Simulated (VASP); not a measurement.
Set up this calculation in VASP 6.6.1, as the native input.

```
Task                   : relaxation of cell and atoms
Functional             : PBEsol
Potentials or basis    : VASP PAW PBE potentials, release 64 (Sr_sv, Ti_sv, O)
Cutoff                 : 600 eV
k mesh                 : 8 × 8 × 8
Occupations            : gaussian, width 0.03 eV
Spin                   : no spin polarisation
Further INCAR settings : ALGO = Normal; EDIFF = 1e-07; IBRION = 2; EDIFFG = -0.005; NSW = 90; ISIF = 3
```

The structure of SrTiO3 (Tausonite) lies in POSCAR:

```
SrTiO3                                  
1.0
    3.8947475962      0.0000000000      0.0000000000
    0.0000000000      3.8947475962     -0.0000000000
    0.0000000000     -0.0000000000      3.8947475962
  Sr              Ti              O             
     1     1     3
Direct
     0.5000000000000000    0.5000000000000000    0.5000000000000000
     0.0000000000000000    0.0000000000000000    0.0000000000000000
     0.5000000000000000    0.0000000000000000    0.0000000000000000
     0.0000000000000000    0.5000000000000000    0.0000000000000000
     0.0000000000000000    0.0000000000000000    0.5000000000000000
```

The input as run:

INCAR

```
SYSTEM = SrTiO3
PREC = Accurate ; ENCUT = 600
EDIFF = 1E-7 ; ISMEAR = 0
SIGMA = 0.03 ; LREAL = .False.
LASPH = .True. ; NELM = 80
ALGO = Normal ; ISIF = 3
LWAVE = .False. ; LCHARG = .False.
GGA = PS ; IBRION = 2
NSW = 90 ; EDIFFG = -0.005
```

KPOINTS

```
Automatic mesh
0
Gamma
  8 8 8
  0 0 0
```

Potentials or basis: VASP PAW PBE potentials, release 64 (Sr_sv, Ti_sv, O).

Launch:

```console
$ cat potpaw_PBE.64/Sr_sv/POTCAR potpaw_PBE.64/Ti_sv/POTCAR potpaw_PBE.64/O/POTCAR > POTCAR
$ mpirun -np 1 vasp_std > vasp.out
```

Results of the run:

| Item | Value |
| --- | --- |
| Pressure after relaxing | 0.0 GPa |
| Band gap on the k mesh | 1.82 eV, indirect (least direct gap 2.17 eV) |

Caveat: the relaxation stopped at its first step, so nothing moved; the PAW data sets were made with another functional, which shifts forces and pressure a little.

Run time: 48 s on 1 thread of Intel(R) Xeon(R) Platinum 8259CL CPU @ 2.50GHz (Skylake/Cascade Lake) (shared host), peak memory 0.22 GiB.
